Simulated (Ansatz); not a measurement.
All numbers below come from DFT PBE, scalar-relativistic, plane waves, PAW in Ansatz. Settings: cutoff 420 eV, Γ-centred meshes spaced at most about 0.3 Å⁻¹, and about 0.25 Å⁻¹ or finer for metals (2π included), Gaussian smearing. No spin polarisation in the final relaxations.

These are static total energies at zero pressure. All come from trial cells, and lower structures may exist.

Question: Order these relaxed structures of TaSi2 by energy, lowest first, with the energy over the lowest of them.
A.

```
Ta Si
1.0
     4.40792    0.00000    0.00000
    -2.20396    3.81737    0.00000
     0.00000    0.00000    2.64879
Ta Si
1 2
Direct
  0.00000 0.00000 0.00000
  0.33333 0.66667 0.50000
  0.66667 0.33333 0.50000
```

B.

```
Ta Si
1.0
     2.99081    0.00000    0.00000
    -1.49540    2.59012    0.00000
     0.00000    0.00000    6.35240
Ta Si
1 2
Direct
  0.66667 0.33333 0.50000
  0.33333 0.66667 0.18364
  0.33333 0.66667 0.81636
```

C.

```
Ta Si
1.0
     6.29791    0.00000    0.00000
     0.00000    1.61594    2.43083
     0.00000   -1.61594    2.43083
Ta Si
1 2
Direct
  0.00000 0.68589 0.68589
  0.31438 0.32751 0.32751
  0.68562 0.32751 0.32751
```

D.

```
Ta Si
1.0
     1.80383    1.04144    4.35038
    -1.80383    1.04144    4.35038
     0.00000   -2.08288    4.35038
Ta Si
1 2
Cartesian
  0.0000 0.0000 6.5256
  0.0000 0.0000 3.7717
  0.0000 0.0000 9.2795
```

Answer: D (0 meV/atom), C (117 meV/atom), B (139 meV/atom), A (180 meV/atom). Forms: D R-3m; C Amm2; B P-6m2; A P6/mmm. Counting Si atoms around Ta (those within 1.25 times the shortest such distance or 1.15 times the sum of covalent radii): D has Ta 8; C has Ta 6; B has Ta 6; A has Ta 12. D holds Si–Si nets (shortest 2.38 Å); C holds Si–Si pairs (shortest 2.34 Å); B holds Si–Si pairs (shortest 2.33 Å); A holds Si–Si bonds in all directions (shortest 2.54 Å).

Spin–orbit coupling, which can matter for Ta, is left out. A magnetic state wasn't ruled out in cells without spin, among them R-3m, Amm2, P-6m2, P6/mmm. Cells relaxed within their symmetry can be saddle points. The Amm2 cell of TaSi2 came from shaking the P-6m2 one. The part of the Crystallography Open Database at hand lists TaSi2 in space groups No. 180, 181; no cell shown has one of them. Some types were kept out of the candidates beforehand, so the set may lack a known form.
